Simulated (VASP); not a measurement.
Here is a VASP 6.6.1 calculation.

Contents of INCAR:

```
ALGO = Normal
EDIFF = 1E-6
ENCUT = 450
GGA = PE
ISIF = 2
ISMEAR = 0
LASPH = T
LCHARG = F
LREAL = F
LWAVE = F
NELM = 80
PREC = Accurate
SIGMA = 0.02
```

KPOINTS

```
k-points
0
Gamma
  6 6 6
```

POSCAR

```
BN
1.0
    1.2511217832      0.7223354983      3.3729344033
   -1.2511217832      0.7223354983      3.3729344033
    0.0000000000     -1.4446709966      3.3729344033
N B
1 1
Direct
    0.6672382000      0.6672382000      0.6672382000
    0.0003288000      0.0003288000      0.0003288000
```

Potentials or basis: VASP PAW PBE potentials, release 64 (N_GW, B_GW).

Run with:

```console
$ cat potpaw_PBE.64/N_GW/POTCAR potpaw_PBE.64/B_GW/POTCAR > POTCAR
$ mpirun -np 1 vasp_std > vasp.out
```

Task: Predict the band gap on the k mesh.

Result: 4.29 eV, indirect (least direct gap 4.71 eV).

Forces in eV/Å, atoms in the order of the input:
```
N    0.000  0.000 -0.003
B    0.000  0.000  0.003
```

Caveat: the k mesh is coarse (spacing up to 0.49 Å⁻¹), so the values aren't converged. PBE gaps usually lie below the measured ones, often by a third to a half.
